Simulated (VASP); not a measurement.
Wanted: the native input for a VASP 6.6.1 run.

- Task: relaxation of the atoms
- Functional: PBE
- Potentials or basis: VASP PAW PBE potentials, release 64 (Ga_d, P)
- Cutoff: 600 eV
- k mesh: 8 × 8 × 8
- Occupations: gaussian, width 0.03 eV
- Spin: no spin polarisation
- Further INCAR settings: ALGO = Fast; EDIFF = 1e-07; IBRION = 2; EDIFFG = -0.01; NSW = 40

The structure of GaP lies in POSCAR:

```
GaP                                     
1.0
    0.0000000000      2.7710557888      2.7710557888
    2.7710557888      0.0000000000      2.7710557888
    2.7710557888      2.7710557888      0.0000000000
  Ga              P             
     1     1
Direct
     0.0000000000000000    0.0000000000000000    0.0000000000000000
     0.2500000000000000    0.2500000000000000    0.2500000000000000
```

The cell isn't the ideal one: a relaxed cell with its volume scaled by 1.02.

The input as run:

INCAR

```
  ALGO = Fast
  EDIFF = 1E-7
  EDIFFG = -0.01
  ENCUT = 600
  GGA = PE
  IBRION = 2
  ISIF = 2
  ISMEAR = 0
  LASPH = True
  LCHARG = False
  LREAL = False
  LWAVE = False
  NELM = 80
  NSW = 40
  PREC = Accurate
  SIGMA = 0.03
```

KPOINTS

```
k-points
0
Gamma
  8 8 8
```

Potentials or basis: VASP PAW PBE potentials, release 64 (Ga_d, P).

Command:

```bash
$ cat potpaw_PBE.64/Ga_d/POTCAR potpaw_PBE.64/P/POTCAR > POTCAR
$ mpirun -np 1 vasp_std > vasp.out
```

Results of the run:

```json
{
  "Pressure after relaxing": "-1.4 GPa",
  "Band gap on the k mesh": "1.42 eV, direct"
}
```

Caveat: the relaxation stopped at its first step, so nothing moved.

Wall time 13 s on 1 thread of AMD EPYC 9R45 (Zen 5), with other jobs on the host, peak memory 0.15 GiB.
